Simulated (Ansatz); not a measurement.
Crystal: Ag.

```
Ag
1.0
     0.00000    2.04275    2.04275
     2.04275    0.00000    2.04275
     2.04275    2.04275    0.00000
Ag
1
Direct
  0.00000 0.00000 0.00000
```

A run of Ansatz 0.2.0 on this cell left the log below. Logs are shortened: lines on timing, memory, paths and dates and some standing lists are left out, and cuts for length are marked.

```text
Warning: RAYON_NUM_THREADS=2 ignored (pool sized by the plan → 2); use --threads N
scf.n_extra_bands = 6 over 10 filled bands (N_el = 19.0): the run solves 16 bands
Engine: ansatz 0.2.0, aarch64-unknown-linux-gnu
Pseudopotentials: kind: paw
Pseudopotential: Ag, paw, valence charge 19, recommended cutoff 500 eV (meta_gga), Ag.paw.azcp
Functional definition: r2SCAN
  parameter k0 = 0.174
  parameter k1 = 0.065
  parameter a1 = 4.9479
  exchange = r2scan_x(k0 = k0, k1 = k1, a1 = a1)
  correlation = r2scan_c
Crystal: 1 atoms, lattice volume = 17.048 Å³
Basis set: ecut = 500 eV, 411 PW (Γ), exchange–correlation on 96×96×96 points (64 copies of the dense FFT grid, shifted against one another)
Bands: 16, of which v1, the nominal top of the filled ones, is band 10 counted from 1 (9 counted from 0)
Symmetry: 48 space group operations
Space group: Fm-3m (ITA 225), of the structure as read, at distance tolerance 2.6e-5 Å
k-points: 56 of 1331
Non-local potential: Ag, projectors of the file, l = 0: 3, l = 1: 2, l = 2: 2, l = 3: 1
PAW form: soft (Blöchl's): semilocal exchange-correlation on the pseudo side does not see the compensation charge
PAW frozen core: Ag, regenerated for the run's functional (the file was generated under x = pbe(κ = 0.804, μ = 0.2195149727645171), c = pbe(β = 0.06672455060314922))
PAW one-centre angular grid: Ag, 590 points (default); XC on 160 Gauss nodes
Initial density: superposition of atomic densities (neutral atoms: chi_scale 0, normalization atom), corrected by the library's trained network
Initial wavefunctions: pseudopotential atomic-orbital guess
Functional: x = r2scan, c = r2scan; τ floored in thin density (d = 2e-4 eV/Å³)
SCF iter   1: F=—  HF=-7603.949360 eV  |F-HF|=—  |Δ(HF+E_count)|=         —  Δρ=1.06e-2  dr2=1.71e-2  dr2_τ=5.99e-4  ethr=1.77e-3  ⟨swp⟩=4.9  Hψ=4473  notcnv=0  defer=2
preconditioner: auto → none  [metal: Δε(μ)=0.056 eV  Ē_g=20.922 eV  σ=0.050 eV  W_gap=0.27  n_scr=8 (ndim 8)  ℏωp=29.8 eV  f_vac=0.000  D(μ)=0.43/eV (n_scr^D=0)  sad-step TF]
SCF iter   2: F=—  HF=-7603.946428 eV  |F-HF|=—  |Δ(HF+E_count)|=   2.93e-3  Δρ=5.36e-3  dr2=3.29e-3  dr2_τ=4.25e-4  ethr=8.98e-5  ⟨swp⟩=2.0  Hψ=1592  notcnv=0  defer=98
SCF iter   3: F=—  HF=-7603.946603 eV  |F-HF|=—  |Δ(HF+E_count)|=   1.75e-4  Δρ=1.41e-3  dr2=3.57e-4  dr2_τ=1.03e-5  ethr=1.73e-5  ⟨swp⟩=1.9  Hψ=943  notcnv=0  defer=98
SCF iter   4: F=—  HF=-7603.946581 eV  |F-HF|=—  |Δ(HF+E_count)|=   2.27e-5  Δρ=3.13e-4  dr2=1.13e-5  dr2_τ=9.53e-7  ethr=1.88e-6  ⟨swp⟩=2.1  Hψ=1072  notcnv=0  defer=98
SCF iter   5: F=—  HF=-7603.946576 eV  |F-HF|=—  |Δ(HF+E_count)|=   4.46e-6  Δρ=6.94e-5  dr2=6.08e-7  dr2_τ=2.41e-8  ethr=5.94e-8  ⟨swp⟩=2.5  Hψ=1345  notcnv=0  defer=98
SCF iter   6: F=-7603.946576 eV  HF=-7603.946576 eV  |F-HF|=3.76e-9  |Δ(HF+E_count)|=   2.05e-8  Δρ=8.10e-6  dr2=7.42e-9  dr2_τ=3.43e-10  ethr=5.26e-10  ⟨swp⟩=10.6  Hψ=5557  notcnv=0
SCF 1 converged in 6 iterations: F = -7603.946576 eV  dr2 = 7.42e-9
  greatest PAW one-centre occupation: 1.000 electrons in one spin orbital (limit 2), on the Ag atom at site 0 (counted from 0), in its partial waves of l = 1
NSCF: frozen V_eff on 142 k-points
SCF converged after 6 iterations
Free energy (F): -7603.946576 eV
Harris-Foulkes:  -7603.946576 eV  (|F-HF|=3.76e-9)
Internal energy: -7603.943279 eV  (E = F + TS)
E sigma→0 (E₀):  -7603.944927 eV
Entropy (-TS):   -0.003298 eV (-3.298 meV/atom)
Fermi energy:    17.651416 eV
--- Per-component energies (eV) ---
  E_band       = -254.454757
  E_kinetic    = 528.184136
  E_local      = -2197.693373  (includes V_loc(G=0)·N_el)
  E_nonlocal   = 81.166293
  E_hartree    = 1002.580627
  E_xc         = -178.566222
  E_vxc        = -263.078230  (∫ρ·V_xc dr)
  E_paw        = -3922.282552  (= ΣΔE_a)
  E_vpaw       = -427.133928  (= ΣTr[D̂ρ^β])
  E_aug_tail   = 0.000061  (compensation charges beyond the density's cutoff)
  E_vtau       = 18.934834  (kinetic-family band-sum trace: ∫τ·v_τ [+ j·A + Jᵃ·Aᵃ] dr)
  E_ewald      = -2916.822938
  E_core_change = -0.509311  (= ΣΔE_core)
  E_smearing   = -0.003298  (= −TS)
  E_closure    = -0.000000  (closes the sum)
  Σ components = -7603.946576   (vs F -7603.946576, Δ=0.00e0)
--- Forces (eV/Å), atoms counted from 1 ---
  atom   1  Ag    -0.00000000     0.00000000     0.00000000
  max |Σ_I F_I| component: 5.75e-32 eV/Å
--- Stress (GPa, compression-positive) ---
        1.211672       0.000000      -0.000000
        0.000000       1.211672      -0.000000
        0.000000      -0.000000       1.211672
  P = ⅓ Tr σ = 1.2117 GPa (12.117 kbar)
--- Band table (eV; the first three rows and the last of 56) ---
  k-point 0: bands = ["-77.3329", "-39.8579", "-39.8579", "-39.8579", "9.4063", "12.1973", "12.1973", "12.1973", "13.2387", "13.2387", "33.7347", "37.5116", "37.5116", "37.5116", "42.6760", "43.5772"]
  k-point 1: bands = ["-77.3315", "-39.8715", "-39.8600", "-39.8600", "9.6702", "12.1429", "12.2671", "12.2671", "13.2145", "13.2145", "33.7146", "35.7159", "37.6296", "37.6296", "42.1372", "43.2069"]
  k-point 2: bands = ["-77.3277", "-39.9079", "-39.8655", "-39.8655", "10.3391", "12.1324", "12.3912", "12.3912", "13.2259", "13.2259", "31.5608", "34.6652", "37.8106", "37.8106", "40.8573", "42.0669"]
  k-point 55: bands = ["-77.3092", "-39.9769", "-39.9677", "-39.9205", "11.3142", "11.7336", "12.1629", "13.2683", "14.2104", "22.9395", "23.1280", "24.9745", "26.9238", "39.1205", "41.4718", "43.2593"]
```

**Question.** What input gives this log?

**Answer.** Band structure with r2SCAN, no spin polarisation. The files as run (others can give the same):

input.yaml
```yaml
crystal:
  lattice:
    - [0.0, 2.04275, 2.04275]
    - [2.04275, 0.0, 2.04275]
    - [2.04275, 2.04275, 0.0]
  atoms:
    - { symbol: Ag, position: [0.0, 0.0, 0.0] }
hamiltonian:
  xc: r2scan
  pseudopotentials: { kind: paw }
kpoints:
  mp_grid: { grid: [11, 11, 11] }
  band_path:
    path:
      - [[0.0, 0.0, 0.0], [0.5, 0.0, 0.5], [0.5, 0.25, 0.75], [0.375, 0.375, 0.75], [0.0, 0.0, 0.0], [0.5, 0.5, 0.5], [0.625, 0.25, 0.625], [0.5, 0.25, 0.75], [0.5, 0.5, 0.5], [0.375, 0.375, 0.75]]
      - [[0.625, 0.25, 0.625], [0.5, 0.0, 0.5]]
    npoints: 14
scf:
  occupations: { method: fermi_dirac, width: 0.05 }
  n_extra_bands: 6
output:
  forces: true
  stress: true
  eigenvalues: true
  fatbands: true
  write_density: true
  write_potential: true
  elf: true
  volumetric_format: npy
```

Potentials or basis: Ansatz PAW.
Command:
```sh
$ ansatz run input.yaml --threads 2 --pin off --max-ram 5632MiB --backend cpu --events-out ev --progress --plain --runs-dir out
```

Caveat: the PAW data sets come from PBE, with cores solved anew for the run's functional, which leaves a small shift of forces and pressure.
